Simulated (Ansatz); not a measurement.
**Zr: how the settings move a relaxation**

Question: which choices in the input matter for Zr?

This is Zr in the bcc structure; at room conditions it is hcp.

Method: reference: DFT, PBE, PAW with Ansatz's default frozen-core files, scalar-relativistic, in Ansatz 0.2.0.

### 1 The structure to begin with

The structure is cubic, space group Im-3m (No. 229). The conventional cell has a = 3.546 Å, b = 3.546 Å, c = 3.546 Å, α = 90.00°, β = 90.00°, γ = 90.00°. Around Zr (site symmetry m-3m) lie 8 Zr at 3.07 Å.

As a file:

```
Zr
1.0
    -1.77276    1.77276    1.77276
     1.77276   -1.77276    1.77276
     1.77276    1.77276   -1.77276
Zr
1
Cartesian
  0.0000 0.0000 0.0000
```

### 2 The reference run

File input.yaml:

```yaml
crystal:
  lattice:
    - [-1.7727566677, 1.7727566677, 1.7727566677]
    - [1.7727566677, -1.7727566677, 1.7727566677]
    - [1.7727566677, 1.7727566677, -1.7727566677]
  atoms:
    - { symbol: Zr, position: [0.0, 0.0, 0.0] }
kpoints:
  mp_grid: { grid: [13, 13, 13] }
scf:
  occupations: { method: fermi_dirac, width: 0.05 }
hamiltonian:
  xc: pbe
  pseudopotentials: { kind: paw }
output:
  forces: true
  stress: true
  efg: { contact_densities: true }
relax:
  f_tol: 0.005
  max_steps: 80
  cell: {}
```

Started as:

```bash
ansatz run input.yaml --threads 1 --pin off --max-ram 2048MiB --backend cpu --events-out ev --progress --plain --runs-dir out
```

### 3 Variant: xc revpbe

Edit input.yaml of step 2 so:

```diff
@@ -12,3 +12,3 @@
 hamiltonian:
-  xc: pbe
+  xc: revpbe
   pseudopotentials: { kind: paw }
@@ -18,2 +18,6 @@
   efg: { contact_densities: true }
+  write_density: true
+  write_potential: true
+  elf: true
+  volumetric_format: npy
 relax:
```

Q: Predict the outcome of this session. Wanted: for each run, ending; energy change; pressure; gap; force.

As calculated:

| run | ending | energy change | pressure (GPa) | gap (eV) | force (eV/Å) | cycles | time |
| --- | --- | --- | --- | --- | --- | --- | --- |
| reference | converged | - | 0.0 | 0.00 | 0.00 | 20 | 3.4 s |
| 1: xc revpbe | converged | not comparable | 0.0 | 0.00 | 0.00 | 21 | 4 s |

Times don't compare one to one where runs were asked for different outputs or read a saved state (see the inputs); cycles may leave out searches for a lower state.

What this shows: After a change of functional the difference of the totals has no physical meaning; the final volume goes from 22.81 to 23.24 Å³.
